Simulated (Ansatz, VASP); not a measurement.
TiO2: VASP beside Ansatz

Contents of POSCAR:

```
TiO2
1.0
    0.0000000000      2.3275589332      2.3968272404
    2.3275589332      0.0000000000      2.3968272404
    2.3275589332      2.3275589332      0.0000000000
Ti O
1 2
Direct
    0.0000000000      0.0000000000      0.0000000000
    0.2500000000      0.2500000000      0.2500000000
    0.7500000000      0.7500000000      0.7500000000
```

INCAR.step1

```
ALGO = Normal
EDIFF = 1E-4
ENCUT = 520
GGA = PE
ISMEAR = 0
LASPH = True
LCHARG = False
LREAL = False
LWAVE = True
NBANDS = 19
NELM = 100
PREC = Accurate
SIGMA = 0.01
```

File INCAR.step2:

```
ALGO = Normal
EDIFF = 1E-6
ENCUT = 520
ISIF = 2
ISMEAR = 0
ISTART = 1
LASPH = True
LCHARG = True
LELF = True
LMIXTAU = True
LREAL = False
LVHAR = True
LWAVE = False
METAGGA = R2SCAN
NBANDS = 19
NELM = 100
PREC = Accurate
SIGMA = 0.01
```

File KPOINTS:

```
k-points
0
Gamma
  10 10 10
```

Input for Ansatz:

```yaml
crystal:
  lattice:
    - [0.0, 2.3275589332, 2.3968272404]
    - [2.3275589332, 0.0, 2.3968272404]
    - [2.3275589332, 2.3275589332, 0.0]
  atoms:
    - { symbol: Ti, position: [0.0, 0.0, 0.0] }
    - { symbol: O, position: [0.25, 0.25, 0.25] }
    - { symbol: O, position: [0.75, 0.75, 0.75] }
kpoints:
  mp_grid: { grid: [10, 10, 10] }
  band_path:
    path:
      - [0.0, 0.0, 0.0]
      - [0.5, 0.0, 0.5]
      - [0.625, 0.25, 0.625]
      - [0.375, 0.375, 0.75]
      - [0.5, 0.5, 0.5]
      - [0.5, 0.25, 0.75]
    npoints: 1
hamiltonian:
  xc: r2scan
scf:
  occupations: { method: fixed }
  n_extra_bands: 4
output:
  forces: true
  stress: true
  eigenvalues: true
```

Change from the starting cell: biaxial_xy strain -2.9%.

Alike in both runs: task single point; functional r2SCAN; k mesh 10 × 10 × 10; no spin polarisation.

|  | VASP | Ansatz |
| --- | --- | --- |
| version | VASP 6.6.1 | Ansatz 0.2.0 |
| potentials or method | VASP PAW PBE potentials, release 64 (Ti_sv, O) | plane waves, PAW |
| plane-wave cutoff (eV) | 520 | 500 |
| occupations | gaussian, width 0.01 eV | fixed |
| valence electrons in the cell | 24 | 24 |

|  | VASP | Ansatz | Ansatz less VASP |
| --- | --- | --- | --- |
| gap on the k mesh at the Fermi level (eV) | 1.39 | 1.35 | -0.038 |
| pressure (GPa) | 20.3 | 18.4 | -1.90 |
| largest component of the traceless stress (GPa) | 12.39 | 12.46 | +0.071 |

Caveats: so large a pressure means that the cell lies far from this level's equilibrium, or that cutoff or potentials fall short (VASP); the potentials were made for another functional, which shifts forces and pressure (VASP). A k mesh can miss the band edges.
